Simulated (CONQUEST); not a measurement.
The system is ZnS.

```
Zn S
1.0
     3.82121    0.00000    0.00000
     0.00000    3.82121    0.00000
     0.00000    0.00000    5.40400
Zn S
2 2
Direct
  0.00000 0.50000 0.25000
  0.50000 0.00000 0.75000
  0.00000 0.00000 0.00000
  0.50000 0.50000 0.50000
```

Base run:

```yaml
Program: CONQUEST 1.3
Functional: PBE
Potentials_or_basis: PseudoDojo NC PBE, DZP, grid cutoff 120 Ha
k_mesh: 7 × 7 × 5
Occupations: fermi-dirac, width 0.05 eV
Spin: no spin polarisation
```

Its results: band gap on the k mesh 2.34 eV; pressure 4.2 GPa.

Task: After a change of settings the same cell gave: band gap on the k mesh 2.48 eV; pressure 5.1 GPa. Which change was it?
A. potentials or basis from PseudoDojo NC PBE, DZP, grid cutoff 120 Ha to PseudoDojo NC PBE, SZ, grid cutoff 120 Ha
B. potentials or basis from PseudoDojo NC PBE, DZP, grid cutoff 120 Ha to PseudoDojo NC PBE, DZ, grid cutoff 120 Ha
C. potentials or basis from PseudoDojo NC PBE, DZP, grid cutoff 120 Ha to PseudoDojo NC PBE, SZP, grid cutoff 120 Ha

Result: C.

Caveats: the basis of atomic orbitals isn't converged, which shifts pressures, moduli and gaps; the real-space grid breaks the cell's symmetry a little; the box holds several primitive cells, so bands are folded and the points are those of the box's own zone (some runs); the atomic basis is small (some runs); an odd mesh through Γ misses points on the zone boundary, where band edges often lie (some runs).
